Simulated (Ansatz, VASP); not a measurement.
Tl in VASP and in Ansatz

```
Tl
1.0
    -1.97079    1.97079    1.88277
     1.97079   -1.97079    1.88277
     1.97079    1.97079   -1.88277
Tl
1
Direct
  0.00000 0.00000 0.00000
```

Change from the starting cell: z stretched by -3 % at fixed volume.

Alike in both runs: task single point; functional PBE; k mesh 13 × 13 × 13; occupations fermi-dirac, width 0.05 eV; no spin polarisation.

```csv
,VASP,Ansatz
version,VASP 6.6.1,Ansatz 0.2.0
potentials or method,"VASP PAW PBE potentials, release 64 (Tl_d), cutoff 520 eV","all-electron LAPW, scalar-relativistic"
```

```tsv
	VASP	Ansatz	Ansatz less VASP
pressure (GPa)	2.2	2.3	+0.05
largest component of the traceless stress (GPa)	0.05	0.05	+0.003
```

Ansatz ran all-electron here, so the differences hold the error of VASP's frozen core and of both bases.

Spin-orbit coupling is left out, which matters for the levels of Tl.
